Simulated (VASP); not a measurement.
# VASP 6.6.1 run: BeTe

INCAR

```
NELM = 80
LCHARG = .FALSE.
NSW = 0
IBRION = -1
EDIFF = 1E-7
LASPH = .TRUE.
GGA = PE
ISIF = 2
SIGMA = 0.02
PREC = Accurate
LREAL = .FALSE.
ENCUT = 520
NBANDS = 11
ISMEAR = -1
LWAVE = .FALSE.
```

KPOINTS

```
KPOINTS created by Atomic Simulation Environment
0
Gamma
3 3 3
0 0 0
```

POSCAR

```
Be Te
 1.0000000000000000
     0.0000000000000000    2.8286236223999999    2.8286236223999999
     2.7154786775000002    0.0000000000000000    2.8286236223999999
     2.7154786775000002    2.8286236223999999    0.0000000000000000
 Be  Te
   1   1
Cartesian
  0.0000000000000000  0.0000000000000000  0.0000000000000000
  1.3577393387499999  1.4143118111999997  1.4143118111999997
```

The recommended PBE PAW datasets give the neutral cell 8 valence electrons.

Command

```
mpirun -np 1 vasp_std
```

OSZICAR

```
N       E                     dE             d eps       ncg     rms          rms(c)
DAV:   1     0.178318420211E+02    0.17832E+02   -0.32367E+03   132   0.582E+02
DAV:   2    -0.652890180595E+01   -0.24361E+02   -0.23711E+02   177   0.870E+01
DAV:   3    -0.741180698206E+01   -0.88291E+00   -0.88065E+00   170   0.181E+01
DAV:   4    -0.742172993881E+01   -0.99230E-02   -0.99207E-02   153   0.217E+00
DAV:   5    -0.742195733737E+01   -0.22740E-03   -0.22739E-03   170   0.311E-01    0.404E+00
DAV:   6    -0.729549819745E+01    0.12646E+00   -0.13683E-01   147   0.153E+00    0.247E+00
DAV:   7    -0.725652634575E+01    0.38972E-01   -0.12203E-01   153   0.155E+00    0.529E-01
DAV:   8    -0.725798846407E+01   -0.14621E-02   -0.74647E-03   150   0.492E-01    0.952E-02
DAV:   9    -0.725837819069E+01   -0.38973E-03   -0.46116E-04   167   0.124E-01    0.339E-02
DAV:  10    -0.725844635730E+01   -0.68167E-04   -0.96859E-05   147   0.502E-02    0.171E-02
DAV:  11    -0.725844742992E+01   -0.10726E-05   -0.25924E-06   162   0.961E-03    0.166E-02
DAV:  12    -0.725845009373E+01   -0.26638E-05   -0.28397E-06   153   0.996E-03    0.133E-02
DAV:  13    -0.725845107525E+01   -0.98152E-06   -0.16552E-06   147   0.704E-03    0.107E-02
DAV:  14    -0.725845135221E+01   -0.27695E-06   -0.10168E-07   167   0.137E-03    0.100E-03
DAV:  15    -0.725845153052E+01   -0.17832E-06   -0.25446E-08    95   0.720E-04    0.380E-03
DAV:  16    -0.725845148157E+01    0.48956E-07   -0.41254E-09    84   0.344E-04
   1 F= -.72584515E+01 E0= -.72584515E+01  d E =-.149426E-11
```

Standard output (part)

```
POSCAR found type information on POSCAR BeTe
 POSCAR found :  2 types and       2 ions
 LDA part: xc-table for (Slater+PW92), standard interpolation
 POSCAR, INCAR and KPOINTS ok, starting setup
 WAVECAR not read
 entering main loop
```

From OUTCAR

```
k-points           NKPTS =      6   k-points in BZ     NKDIM =      6   number of bands    NBANDS=     11

   NELECT =       8.0000    total number of electrons

   dimension x,y,z NGX =    30 NGY =   30 NGZ =   30
   dimension x,y,z NGXF=    60 NGYF=   60 NGZF=   60

  energy-cutoff  :      520.00
  volume of cell :       43.45
      direct lattice vectors                 reciprocal lattice vectors
     0.000000000  2.828623622  2.828623622    -0.184129599  0.176764415  0.176764415
     2.715478678  0.000000000  2.828623622     0.184129599 -0.176764415  0.176764415
     2.715478678  2.828623622  0.000000000     0.184129599  0.176764415 -0.176764415

 k-points in reciprocal lattice and weights: KPOINTS created by Atomic Simulation Env
   0.00000000  0.00000000  0.00000000       0.037
   0.33333333 -0.00000000 -0.00000000       0.296
   0.33333333  0.33333333  0.00000000       0.148
  -0.33333333  0.33333333  0.00000000       0.296
   0.00000000  0.33333333  0.33333333       0.074
  -0.33333333  0.33333333  0.33333333       0.148

 E-fermi :   6.0954

 k-point     1 :       0.0000    0.0000    0.0000
  band No.  band energies     occupation
      1      -6.9985      2.00000
      2       5.4061      2.00000
      3       5.4061      2.00000
      4       5.6168      2.00000
      5       8.9774      0.00000
      6       9.0661      0.00000
      7       9.0661      0.00000
      8       9.4896      0.00000
      9      13.8241      0.00000
     10      15.3451      0.00000
     11      16.0882      0.00000

 k-point     2 :       0.3333   -0.0000   -0.0000
  band No.  band energies     occupation
      1      -6.0437      2.00000
      2       0.8747      2.00000
      3       4.3594      2.00000
      4       4.6630      2.00000
      5       8.6653      0.00000
      6       9.9629      0.00000
      7      10.1882      0.00000
      8      13.2966      0.00000
      9      14.7564      0.00000
     10      15.1354      0.00000
     11      15.2840      0.00000

 k-point     3 :       0.3333    0.3333    0.0000
  band No.  band energies     occupation
      1      -5.7469      2.00000
      2       1.3046      2.00000
      3       3.2202      2.00000
      4       3.2969      2.00000
      5       7.7515      0.00000
      6       8.9704      0.00000
      7      13.0027      0.00000
      8      13.6930      0.00000
      9      15.5093      0.00000
     10      17.4250      0.00000
     11      17.6888      0.00000

 k-point     4 :      -0.3333    0.3333    0.0000
  band No.  band energies     occupation
      1      -5.1856      2.00000
      2       0.6305      2.00000
      3       1.2882      2.00000
      4       3.5502      2.00000
      5       8.5653      0.00000
      6      12.4044      0.00000
      7      12.4852      0.00000
      8      13.1155      0.00000
      9      13.6900      0.00000
     10      15.2379      0.00000
     11      18.8893      0.00000

 k-point     5 :       0.0000    0.3333    0.3333
  band No.  band energies     occupation
      1      -5.6375      2.00000
      2       1.5296      2.00000
      3       3.0041      2.00000
      4       3.0041      2.00000
      5       7.4827      0.00000
      6       8.8091      0.00000
      7      13.3561      0.00000
      8      13.3561      0.00000
      9      15.8418      0.00000
     10      17.2065      0.00000
     11      17.9091      0.00000

 ...

  Total        1.6839356      1.0439185      1.0439185      0.0000000      0.0000000     -0.0000000
  in kB       62.0882394     38.4902258     38.4902258      0.0000000      0.0000000     -0.0000000
  external PRESSURE =      46.3562304 kB  Pullay stress =       0.0000000 kB

 POSITION                                       TOTAL-FORCE (eV/Angst)
 -----------------------------------------------------------------------------------
      0.00000      0.00000      0.00000        -0.000000     -0.000000     -0.000000
      1.35774      1.41431      1.41431         0.000000      0.000000      0.000000
 -----------------------------------------------------------------------------------
    total drift:                                0.000000      0.000000      0.000000

  FREE ENERGIE OF THE ION-ELECTRON SYSTEM (eV)
  ---------------------------------------------------
  free  energy   TOTEN  =        -7.2584514816 eV

  energy  without entropy=       -7.2584514816  energy(sigma->0) =       -7.25845148
```

It converged. Results: gap between bands v and c on the k mesh 1.87 eV; least direct gap on the k mesh 3.36 eV; pressure 4.6 GPa. Band v is the last that the valence electrons fill when counted band by band, and c is the next.

These settings aren't sound, so the numbers aren't properties of the crystal.

On sound settings PBE gives a gap of 1.58 eV on its mesh and a pressure of 2.9 GPa for the intended cell.

The run took about 7.3 s on one core of a shared host (Intel Xeon Platinum 8488C) and held 0.16 GiB at most.
